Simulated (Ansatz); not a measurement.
## SiO$_{2}$: checking dH/dP = V

Computed with DFT r2SCAN, scalar-relativistic, plane waves, PAW (Ansatz). Run with 500 eV cutoff, 6×6×4 k-mesh, Gaussian smearing of 0.02 eV, no spin polarisation.

The relaxed crystal:

```
CELL_PARAMETERS angstrom
4.98158 0.00000 0.00000
0.00000 4.98158 0.00000
0.00000 0.00000 6.92070
ATOMIC_POSITIONS crystal
Si 0.19782 0.19782 0.00000
Si 0.30218 0.69782 0.75000
Si 0.69782 0.30218 0.25000
Si 0.80218 0.80218 0.50000
O 0.60871 0.73828 0.68115
O 0.39129 0.26172 0.18115
O 0.73828 0.60871 0.31885
O 0.23828 0.89129 0.93115
O 0.26172 0.39129 0.81885
O 0.10871 0.76172 0.56885
O 0.89129 0.23828 0.06885
O 0.76172 0.10871 0.43115
```

Cell and atoms were relaxed at each target pressure within the start's symmetry (P4_32_12), at zero temperature; other phases can be more stable under pressure. H = E + PV with P the target; E is the free energy at the smearing used, whose derivative the pressure is, per atom and counted from zero pressure.

```
P (GPa) V (Å³/atom) E − E0 (meV) H − H0 (meV)
      0       14.312           0.0           0.0
      2       12.852           8.3         168.7
      5       11.732          31.8         397.9
     10       10.725          77.4         746.8
     20        9.659         173.7        1379.4
```

Q: Thermodynamics gives dH/dP = V along a relaxed path. Integrate V over P by the trapezoid rule and compare with the computed enthalpies.

A: With 1 eV/Å³ = 160.22 GPa, each step adds the mean volume times ΔP / 160.22:
```tsv
P (GPa)	∫V dP (meV)	H − H0 (meV)	difference (meV)
2	169.5	168.7	0.8
5	399.7	397.9	1.8
10	750.1	746.8	3.3
20	1386.3	1379.4	6.9
```

V(P) curves upward, so the trapezoid rule runs high; integrating a smooth curve through the same points (P as a polynomial of degree 4 in ln V) puts that excess at about 7.4 meV at 20 GPa, against the 6.9 meV found.

Q: At 20 GPa, how much of the enthalpy change is stored energy and how much is the PV term?

A: E rises by 174 meV/atom and PV is 20 × 9.659 / 160.22 = 1206 meV/atom, so PV makes 87 % of ΔH. So between rival structures at high pressure a small difference in volume can outweigh the difference in energy: 1 % of this volume is worth 12.1 meV/atom at this pressure.

Q: What bulk modulus do the lowest pressures give, and how is the compression shared among the axes?

A: From the pressures that the runs reached, -2.01 GPa (16.981 Å³) and 2.04 GPa (12.852 Å³), B = −ΔP/Δln V = 4.05 / 0.2786 = 15 GPa, a mean over that range. Where layers or molecules are held by dispersion forces, this functional describes the zero-pressure volume and B poorly. The linear compressibilities −Δln(length)/ΔP are 20.23 along a, 20.23 along b, 28.29 along c (in TPa⁻¹). With fixed angles they add up to 1/B: 68.76 against 68.76. Softest: c, at 41 % of the volume change per axis.

Q: The gap is 6.033 eV at -2.01 GPa and 6.563 eV at 2.04 GPa. What pressure coefficient and volume deformation potential follow?

A: dE_g/dP = 130.8 meV/GPa, and a_V = dE_g/d ln V = −B dE_g/dP = -1.90 eV. If the edges move to other points of the zone within the range, this is a mean of two slopes. Gaps are generalised Kohn–Sham gaps over the whole zone.

This form isn't the usual stable structure of the compound.